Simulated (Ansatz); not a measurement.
Strain response of CdF2

The calculation used DFT PBE, scalar-relativistic, plane waves, PAW (Ansatz). (420 eV cutoff, 6×6×4 k-mesh, Gaussian smearing of 0.02 eV, no spin polarisation)

Reference structure (relaxed):

```
Cd F
1.0
     2.74074    2.74074    0.00000
    -2.74074    2.74074    0.00000
     0.00000    0.00000    5.48148
Cd F
2 4
Direct
  0.00000 0.00000 0.00000
  0.50000 0.50000 0.50000
  0.00000 0.50000 0.75000
  0.50000 0.00000 0.75000
  0.50000 0.00000 0.25000
  0.00000 0.50000 0.25000
```

Deformation: uniaxial strain along a, with the lengths of b and c and the atoms relaxed and the angles held, all within the symmetry that the strain leaves. Energies are extrapolated to zero smearing. Stress is positive in compression, on the Cartesian axes of the cell above. Gaps are Kohn–Sham gaps over the whole zone.

| strain (%) | ΔE (meV/atom) | a (Å) | b (Å) | c (Å) | σxx (GPa) | σyy (GPa) | σzz (GPa) | σyz (GPa) | σxz (GPa) | σxy (GPa) | gap (eV) |
| --- | --- | --- | --- | --- | --- | --- | --- | --- | --- | --- | --- |
| -6.0 | 9.5 | 3.643 | 4.053 | 5.534 | 1.88 | 1.88 | 0.00 | 0.00 | 0.00 | 1.87 | 2.92 |
| -4.0 | 4.1 | 3.721 | 3.991 | 5.513 | 1.19 | 1.19 | 0.00 | 0.00 | 0.00 | 1.19 | 2.94 |
| -2.0 | ? | 3.798 | ? | ? | ? | ? | ? | ? | ? | ? | ? |
| +0.0 | 0.0 | 3.876 | 3.876 | 5.481 | 0.00 | 0.00 | 0.00 | 0.00 | 0.00 | 0.00 | 2.92 |
| +2.0 | 0.9 | 3.954 | 3.824 | 5.471 | -0.52 | -0.52 | 0.00 | 0.00 | 0.00 | -0.52 | 2.90 |
| +4.0 | ? | 4.031 | ? | ? | ? | ? | ? | ? | ? | ? | ? |
| +6.0 | 7.4 | 4.109 | 3.732 | 5.460 | -1.41 | -1.41 | 0.01 | 0.00 | 0.00 | -1.40 | 2.86 |

**Question.** Fill in the row at -2.0 %.

**Answer.** ΔE 1.0 meV/atom; b 3.932 Å; c 5.495 Å; σxx 0.58 GPa; σyy 0.58 GPa; σzz 0.00 GPa; σyz 0.00 GPa; σxz 0.00 GPa; σxy 0.57 GPa; gap 2.93 eV.

**Question.** Fill in the row at +4.0 %.

**Answer.** ΔE 3.4 meV/atom; b 3.776 Å; c 5.464 Å; σxx -0.99 GPa; σyy -0.99 GPa; σzz 0.00 GPa; σyz 0.00 GPa; σxz 0.00 GPa; σxy -0.98 GPa; gap 2.88 eV.